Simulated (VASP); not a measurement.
Set up this calculation in VASP 6.6.1, as the native input.

```
Task                               : single point
Functional                         : PBE0
Potentials or basis                : VASP PAW PBE potentials, release 64 (B, P)
Cutoff                             : 520 eV
k mesh                             : 6 × 6 × 6
Occupations                        : gaussian, width 0.01 eV
Spin                               : no spin polarisation
Dipole correction                  : no
Exchange at q = 0                  : truncated
Grid for exact exchange (PRECFOCK) : Normal
Further INCAR settings             : ALGO = Normal; EDIFF = 1e-06; NBANDS = 11
```

BP:

```
B P
1.0
     0.00000    2.13947    2.13947
     2.13947    0.00000    2.13947
     2.13947    2.13947    0.00000
B P
1 1
Direct
  0.00000 0.00000 0.00000
  0.25000 0.25000 0.25000
```

The cell was built by a generator and needn't be a form met in nature.

The input as run:

POSCAR

```
BP
1.0
    0.0000000000      2.1394742201      2.1394742201
    2.1394742201      0.0000000000      2.1394742201
    2.1394742201      2.1394742201      0.0000000000
B P
1 1
Direct
    0.0000000000      0.0000000000      0.0000000000
    0.2500000000      0.2500000000      0.2500000000
```

INCAR.step1

```
  PREC = Accurate
  ENCUT = 520
  EDIFF = 1E-5
  ISMEAR = 0
  SIGMA = 0.01
  LREAL = F
  LASPH = T
  NELM = 60
  ALGO = Normal
  ISIF = 2
  LWAVE = T
  LCHARG = F
  NBANDS = 11
  GGA = PE
```

INCAR.step2

```
  PREC = Accurate
  ENCUT = 520
  EDIFF = 1E-6
  ISMEAR = 0
  SIGMA = 0.01
  LREAL = F
  LASPH = T
  NELM = 60
  ALGO = Normal
  ISIF = 2
  LWAVE = F
  LCHARG = F
  GGA = PE
  LHFCALC = T
  AEXX = 0.25
  PRECFOCK = Normal
  HFRCUT = -1
  NBANDS = 11
  ISTART = 1
```

KPOINTS

```
regular mesh
0
Gamma
  6 6 6
```

Potentials or basis: VASP PAW PBE potentials, release 64 (B, P).

Run with:

```sh
$ cat potpaw_PBE.64/B/POTCAR potpaw_PBE.64/P/POTCAR > POTCAR
$ cp INCAR.step1 INCAR
$ mpirun -np 1 vasp_std > vasp.out
$ cp INCAR.step2 INCAR
$ mpirun -np 1 vasp_std > vasp.out
```

Results of the run:

```yaml
Pressure: 38.7 GPa
Band_gap_on_the_k_mesh: 2.39 eV, indirect (least direct gap 5.38 eV)
```

Caveat: the k mesh is coarse (spacing up to 0.42 Å⁻¹), so the values aren't converged, least of all with exact exchange; a pressure of tens of GPa on the cell as given is suspect, and the run, the potentials or the cell itself is likely at fault; the PAW data sets were made with another functional, which shifts forces and pressure a little.

Run time: 6.6 min on 1 thread of Intel(R) Xeon(R) Platinum 8259CL CPU @ 2.50GHz (Skylake/Cascade Lake), with other jobs on the host, peak memory 0.14 GiB.
